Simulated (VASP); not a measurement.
# Tl (P6/mmm) in VASP: further runs

One crystal, Tl, is run at these levels: BLYP; tasks: single point.

All numbers are computed with VASP 6.6.1; they aren't measurements. Logs are shortened: lines on timing, memory, paths and dates and some standing lists are left out, and cuts for length are marked.

## Step 1: The structure

It takes space group P6/mmm (No. 191, hexagonal). Conventional cell: a = 5.885 Å, b = 5.885 Å, c = 3.592 Å, α = 90.00°, β = 90.00°, γ = 120.00°. Around Tl (site symmetry 6/mmm) lie 14 Tl at 3.59 to 3.84 Å. Tl (site symmetry -6m2) is surrounded by 11 Tl at 3.40 to 3.84 Å.

This isn't the form of Tl at room conditions, which is hcp.

## Step 2: Single point, BLYP

File INCAR:

```
SYSTEM = Tl
PREC = Accurate
ENCUT = 520
EDIFF = 1E-6
ISMEAR = -1
SIGMA = 0.1
LREAL = .False.
LASPH = .True.
NELM = 80
ALGO = Fast
ISIF = 2
LWAVE = .False.
LCHARG = .True.
GGA = B5
ALDAX = 1.0
AGGAX = 1.0
AGGAC = 1.0
ALDAC = 0.0
LELF = .True.
LVHAR = .True.
NBANDS = 26
```

File KPOINTS:

```
regular mesh
0
Gamma
  8 8 12
  0 0 0
```

File POSCAR:

```
Tl
1.0
    5.8851409890      0.0000000000      0.0000000000
   -2.9425704945      5.0966816013      0.0000000000
    0.0000000000      0.0000000000      3.5922402808
Tl
3
Direct
    1.0000000000      1.0000000000      0.0000000000
    0.3333333333      0.6666666667      0.5000000000
    0.6666666667      0.3333333333      0.5000000000
```

Potentials or basis: VASP PAW PBE potentials, release 64 (Tl_d).

Command:

```console
$ cat potpaw_PBE.64/Tl_d/POTCAR > POTCAR
$ mpirun -np 1 vasp_std > vasp.out
```

OUTCAR:

```text
SYSTEM = Tl
   PREC = Accurate
   ENCUT = 520
   EDIFF = 1E-6
   ISMEAR = -1
   LREAL = .False.
   LASPH = .True.
   NELM = 80
   ISIF = 2
   GGA = B5

 ion  position               nearest neighbor table
   1  0.000  0.000  0.000-   2 3.84   3 3.84   2 3.84   3 3.84   2 3.84   2 3.84   3 3.84   3 3.84
                             3 3.84   3 3.84   2 3.84   2 3.84
   2  0.333  0.667  0.500-   3 3.40   3 3.40   3 3.40   1 3.84   1 3.84   1 3.84   1 3.84   1 3.84
                             1 3.84
   3  0.667  0.333  0.500-   2 3.40   2 3.40   2 3.40   1 3.84   1 3.84   1 3.84   1 3.84   1 3.84
                             1 3.84

  LATTYP: Found a hexagonal cell.
 ALAT       =     5.8851409890
 C/A-ratio  =     0.6103915416

  Lattice vectors:

 A1 = (   5.8851409890,   0.0000000000,   0.0000000000)
 A2 = (  -2.9425704945,   5.0966816013,   0.0000000000)
 A3 = (   0.0000000000,   0.0000000000,   3.5922402808)

Analysis of symmetry for initial positions (statically):
=====================================================================
 Subroutine PRICEL returns:
 Original cell was already a primitive cell.

 Routine SETGRP: Setting up the symmetry group for a
 hexagonal supercell.

 Subroutine GETGRP returns: Found 24 space group operations
 (whereof 24 operations were pure point group operations)
 out of a pool of 24 trial point group operations.

The static configuration has the point symmetry D_6h.

Analysis of symmetry for dynamics (positions and initial velocities):
=====================================================================
 Subroutine PRICEL returns:
 Original cell was already a primitive cell.

 Routine SETGRP: Setting up the symmetry group for a
 hexagonal supercell.

 Subroutine GETGRP returns: Found 24 space group operations
 (whereof 24 operations were pure point group operations)
 out of a pool of 24 trial point group operations.

The dynamic configuration has the point symmetry D_6h.

 Subroutine INISYM returns: Found 24 space group operations
 (whereof 24 operations are pure point group operations),
 and found     1 'primitive' translations

----------------------------------------------------------------------------------------

                                     Primitive cell

  volume of cell :     107.7481

  direct lattice vectors                    reciprocal lattice vectors
     5.885140989  0.000000000  0.000000000     0.169919464  0.098103048  0.000000000
    -2.942570494  5.096681601  0.000000000     0.000000000  0.196206096  0.000000000
     0.000000000  0.000000000  3.592240281     0.000000000  0.000000000  0.278377815

  length of vectors
     5.885140989  5.885140989  3.592240281     0.196206096  0.196206096  0.278377815

  position of ions in fractional coordinates (direct lattice)
     0.000000000  0.000000000  0.000000000
     0.333333333  0.666666667  0.500000000
     0.666666667  0.333333333  0.500000000

  ion indices of the primitive-cell ions
   primitive index   ion index
                 1           1
                 2           2
                 3           3

----------------------------------------------------------------------------------------

 KPOINTS: regular mesh

Automatic generation of k-mesh.
 Grid dimensions read from file:
 generate k-points for:    8    8   12

 Generating k-lattice:

  Cartesian coordinates                     Fractional coordinates (reciprocal lattice)
     0.021239933  0.012262881  0.000000000     0.125000000  0.000000000  0.000000000
     0.000000000  0.024525762  0.000000000     0.000000000  0.125000000  0.000000000
     0.000000000  0.000000000  0.023198151     0.000000000  0.000000000  0.083333333

  Length of vectors
     0.024525762  0.024525762  0.023198151

  Shift w.r.t. Gamma in fractional coordinates (k-lattice)
     0.000000000  0.000000000  0.000000000

 Subroutine IBZKPT returns following result:
 ===========================================

 Found     70 irreducible k-points:

 Following reciprocal coordinates:
            Coordinates               Weight
  0.000000  0.000000  0.000000      1.000000
  0.125000  0.000000  0.000000      6.000000
  0.250000  0.000000  0.000000      6.000000
  0.375000  0.000000  0.000000      6.000000
  0.500000  0.000000  0.000000      3.000000
  0.125000  0.125000  0.000000      6.000000
[... 16 lines left out ...]
  0.250000  0.000000  0.166667     12.000000
  0.375000  0.000000  0.166667     12.000000
 [... further k-points ...]
   k-points           NKPTS =     70   k-points in BZ     NKDIM =     70   number of bands    NBANDS=     26
   number of dos      NEDOS =    301   number of ions     NIONS =      3
   total plane-waves  NPLWV =  64512
   dimension x,y,z NGX =    48 NGY =   48 NGZ =   28
   dimension x,y,z NGXF=    96 NGYF=   96 NGZF=   56
   ions per type =               3
   NGX,Y,Z   is equivalent  to a cutoff of  13.56, 13.56, 12.96 a.u.
   NGXF,Y,Z  is equivalent  to a cutoff of  27.12, 27.12, 25.92 a.u.
 SYSTEM =  Tl
   PREC   = accura    normal or accurate (medium, high low for compatibility)
   ISTART =      0    job   : 0-new  1-cont  2-samecut
   ICHARG =      2    charge: 1-file 2-atom 10-const
   ISPIN  =      1    spin polarized calculation?
   LNONCOLLINEAR =      F non collinear calculations
   LSORBIT =      F    spin-orbit coupling
   LASPH  =      T    aspherical Exc in radial PAW
   ENCUT  =  520.0 eV  38.22 Ry    6.18 a.u.  10.94 10.94  6.68*2*pi/ulx,y,z
   NELM   =     80;   NELMIN=  2; NELMDL= -5     # of ELM steps
   EDIFF  = 0.1E-05   stopping-criterion for ELM
   LREAL  =      F    real-space projection
   EDIFFG = 0.1E-04   stopping-criterion for IOM
   NSW    =      0    number of steps for IOM
   IBRION =     -1    ionic relax: 0-MD 1-quasi-New 2-CG
   NFREE  =      0    steps in history (QN), initial steepest desc. (CG)
   ISIF   =      2    stress and relaxation
   ISYM   =      2    0-nonsym 1-usesym 2-fastsym
   POTIM  = 0.5000    time-step for ionic-motion
   TEBEG  =    0.0;   TEEND  =   0.0 temperature during run
   PSTRESS=    0.0 pullay stress
   NELECT =      39.0000    total number of electrons
   NUPDOWN=      -1.0000    fix difference up-down
   EMIN   =  10.00;   EMAX   =-10.00  energy-range for DOS
   EFERMI =   0.00;   METHOD = LEGACY
   ISMEAR =    -1;   SIGMA  =   0.10  broadening in eV -4-tet -1-fermi 0-gaus
   EFERMI_NEDOS =   21; number of points for ismear=-14 and -15
   IALGO  =     68    algorithm
   IMIX   =      4    mixing-type and parameters
     AMIX     =   0.40;   BMIX     =  1.00
     AMIX_MAG =   1.60;   BMIX_MAG =  1.00
  volume/ion in A,a.u.               =      35.92       242.37
  Fermi-wavevector in a.u.,A,eV,Ry     =   1.166702  2.204746 18.520149  1.361193
  Thomas-Fermi vector in A             =   2.303211
   LORBIT       =      0    0 simple, 1 ext, 2 COOP (PROOUT), +10 PAW based schemes
   GGA     = B5    functional components
   LHFCALC =     F    Hartree Fock is set to
   AEXX    =    0.0000 exact exchange contribution
   IVDW    =     0    specifies the selected vdW correction
   LEPSILON=     F    determine dielectric tensor
   LRPA    =     F    only Hartree local field effects (RPA)
 non-spin polarized calculation
 RMM-DIIS sequential band-by-band and
  energy-cutoff  :      520.00
  volume of cell :      107.75
 maximum number of plane-waves:      2930
 NGX is ok and might be reduce to    48
   NGX = 21   NGY = 21   NGZ = 13

 number of electron      38.9999993 magnetization

 Free energy of the ion-electron system (eV)
  ---------------------------------------------------
  ext. energy  EPLUGINS =         0.00000000
  ---------------------------------------------------
  free energy    TOTEN  =        -5.13696825 eV

  energy without entropy =       -5.07271007  energy(sigma->0) =       -5.10483916

 E-fermi :   5.0002     XC(G=0):  -8.5578

 val. band max:        4.9872825717   @ k =   0.1250   0.1250   0.2500
 cond. band min:       5.0165553930   @ k =   0.0000   0.0000   0.0833
 fundamental gap:      0.0292728214
 Fermi energy:         5.0002108338

 k-point     1 :       0.0000    0.0000    0.0000
  band No.  band energies     occupation
      1      -6.7599      2.00000
      2      -6.5517      2.00000
      3      -6.5359      2.00000
      4      -6.5303      2.00000
      5      -6.5303      2.00000
      6      -6.4251      2.00000
[... 18 lines left out ...]
     25      13.3370      0.00000
     26      13.3703      0.00000

 k-point     2 :       0.1250    0.0000    0.0000
  band No.  band energies     occupation
      1      -6.7538      2.00000
      2      -6.5821      2.00000
      3      -6.5524      2.00000
      4      -6.5408      2.00000
      5      -6.5175      2.00000
      6      -6.4395      2.00000
[... 18 lines left out ...]
     25      13.0722      0.00000
     26      13.1096      0.00000

 k-point     3 :       0.2500    0.0000    0.0000
  band No.  band energies     occupation
      1      -6.7378      2.00000
      2      -6.6304      2.00000
      3      -6.5920      2.00000
      4      -6.5576      2.00000
      5      -6.5225      2.00000
      6      -6.4606      2.00000
[... 18 lines left out ...]
     25      12.1349      0.00000
     26      12.4395      0.00000

 k-point     4 :       0.3750    0.0000    0.0000
  band No.  band energies     occupation
      1      -6.7188      2.00000
      2      -6.6747      2.00000
      3      -6.6212      2.00000
      4      -6.5773      2.00000
      5      -6.5289      2.00000
      6      -6.4755      2.00000
[... 18 lines left out ...]
     25      10.8423      0.00000
     26      11.6130      0.00000
[... 496 lines left out ...]
      1      -6.6775      2.00000
      2      -6.5577      2.00000
      3      -6.5561      2.00000
      4      -6.5150      2.00000
      5      -6.5108      2.00000
      6      -6.4611      2.00000
[... 18 lines left out ...]
     25      10.6655      0.00000
     26      12.3886      0.00000

 k-point    23 :       0.2500    0.0000    0.1667
  band No.  band energies     occupation
      1      -6.6729      2.00000
      2      -6.6004      2.00000
      3      -6.5985      2.00000
      4      -6.5138      2.00000
      5      -6.5074      2.00000
      6      -6.4568      2.00000
[... 18 lines left out ...]
     25      10.2814      0.00000
     26      11.4826      0.00000

 k-point    24 :       0.3750    0.0000    0.1667
  band No.  band energies     occupation
      1      -6.6739      2.00000
      2      -6.6269      2.00000
      3      -6.6246      2.00000
      4      -6.5098      2.00000
      5      -6.5088      2.00000
      6      -6.4637      2.00000
[... 18 lines left out ...]
     25       9.9242      0.00000
     26      10.4505      0.00000

 [... further k-points ...]
[... 5 lines left out ...]
  --------------------------------------------------------------------------------------
  -------------------------------------------------------------------------------------
  Total        0.2085663      0.2085663     -0.2347947     -0.0000000     -0.0000000      0.0000000
  in kB        3.1013089      3.1013089     -3.4913163     -0.0000000     -0.0000000      0.0000000
  external PRESSURE =       0.9037672 kB  Pullay stress =       0.0000000 kB

 VOLUME and BASIS-vectors are now :
 -----------------------------------------------------------------------------
  energy-cutoff  :      520.00
  volume of cell :      107.75
      direct lattice vectors                 reciprocal lattice vectors
     5.885140989  0.000000000  0.000000000     0.169919464  0.098103048  0.000000000
    -2.942570494  5.096681601  0.000000000     0.000000000  0.196206096  0.000000000
     0.000000000  0.000000000  3.592240281     0.000000000  0.000000000  0.278377815

 POSITION                                       TOTAL-FORCE (eV/Angst)
 -----------------------------------------------------------------------------------
      0.00000      0.00000      0.00000        -0.000000     -0.000000      0.000000
     -0.00000      3.39779      1.79612         0.000000      0.000000      0.000000
      2.94257      1.69889      1.79612        -0.000000     -0.000000      0.000000
 -----------------------------------------------------------------------------------
    total drift:                               -0.000000      0.000000     -0.000000

  FREE ENERGIE OF THE ION-ELECTRON SYSTEM (eV)
  ---------------------------------------------------
  free  energy   TOTEN  =        -5.1369682458 eV

  energy  without entropy=       -5.0727100732  energy(sigma->0) =       -5.10483916
```

Wall time 75 s (1 thread of Intel Xeon 6975P-C (Granite Rapids), shared host); peak memory 0.33 GiB.

What came out:

```
Free energy            : -5.1370 eV
Pressure               : 0.1 GPa
Band gap on the k mesh : none (metal or under the smearing width)
```

Stress tensor (GPa, compression positive):
```
 0.31  0.00  0.00
 0.00  0.31  0.00
 0.00  0.00 -0.35
```

Caveat: the PAW data sets were made with another functional, which shifts forces and pressure a little.

## Step 3: Single point, BLYP

This run uses another cell than the first one, of 40.23 Å³/atom, 1.120 times its volume.

File INCAR:

```
  PREC = Accurate
  ENCUT = 520
  EDIFF = 1E-6
  ISMEAR = -1
  SIGMA = 0.1
  LREAL = False
  LASPH = True
  NELM = 60
  ALGO = Fast
  ISIF = 2
  LWAVE = False
  LCHARG = True
  GGA = B5
  ALDAX = 1.0
  AGGAX = 1.0
  AGGAC = 1.0
  ALDAC = 0.0
  LELF = True
  LVHAR = True
  NBANDS = 26
```

File KPOINTS:

```
Automatic mesh
0
Gamma
  7 7 10
```

File POSCAR:

```
Tl
1.0
    6.1117119748      0.0000000000      0.0000000000
   -3.0558559874      5.2928978308      0.0000000000
    0.0000000000      0.0000000000      3.7305372941
Tl
3
Direct
    1.0000000000      1.0000000000      0.0000000000
    0.3333333333      0.6666666667      0.5000000000
    0.6666666667      0.3333333333      0.5000000000
```

Potentials or basis: VASP PAW PBE potentials, release 64 (Tl_d).

Command:

```console
$ cat potpaw_PBE.64/Tl_d/POTCAR > POTCAR
$ mpirun -np 1 vasp_std > vasp.out
```

Run time: 54 s. Hardware: 1 thread of Intel Xeon 6975P-C (Granite Rapids), shared host; peak memory 0.3 GiB.

Results (log left out):

```yaml
Free_energy: -5.0701 eV
Pressure: -1.4 GPa
Band_gap_on_the_k_mesh: none (metal or under the smearing width)
```

Levels at points of the mesh, in eV from the Fermi level:
| k point | band 15 | band 16 | band 17 | band 18 | band 19 | band 20 | band 21 | band 22 | band 23 | band 24 |
| --- | --- | --- | --- | --- | --- | --- | --- | --- | --- | --- |
| (0.00, 0.00, 0.00) | -11.33 | -8.40 | -5.18 | -4.92 | -0.19 | -0.19 | -0.04 | -0.04 | 3.71 | 7.32 |
| (0.00, 0.00, 0.50) | -11.28 | -6.42 | -5.40 | -3.61 | -0.42 | 0.47 | 1.17 | 1.17 | 1.21 | 2.28 |

Caveat: the PAW data sets were made with another functional, which shifts forces and pressure a little.

(Continued in part 2 of 2.)
